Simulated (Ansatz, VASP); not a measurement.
One calculation of PtSe, two programs

```
Pt Se
1.0
     3.55380    0.00000    0.00000
    -1.77690    3.07768    0.00000
     0.00000    0.00000    3.61284
Pt Se
1 1
Direct
  0.00000 0.00000 0.00000
  0.66667 0.33333 0.50000
```

The cell comes from a database or a generator and needn't be the stable form of this composition.

Alike in both runs: task single point; functional PBE; k mesh 7 × 7 × 6; occupations fermi-dirac, width 0.05 eV; no spin polarisation.

```csv
,VASP,Ansatz
version,VASP 6.6.1,Ansatz 0.2.0
potentials or method,"VASP PAW PBE potentials, release 64 (Pt, Se)",Ansatz PAW
plane-wave cutoff (eV),520,420
valence electrons in the cell,16,34
```

VASP gave:

```
gap on the k mesh at the Fermi level (eV)       : none
pressure (GPa)                                  : -5.7
largest component of the traceless stress (GPa) : 3.22
```

Question: What did Ansatz give for the same quantities?

Answer: gap on the k mesh at the Fermi level (eV): none; pressure (GPa): -5.7; largest component of the traceless stress (GPa): 3.19.

A gap of «none» marks a metal or a gap that the smearing closes. With one functional, cell and mesh, what is left measures potentials, basis and numerics. The two sets of potentials don't hold the same shells in valence.

Spin-orbit coupling is left out, which matters for the levels of Pt.
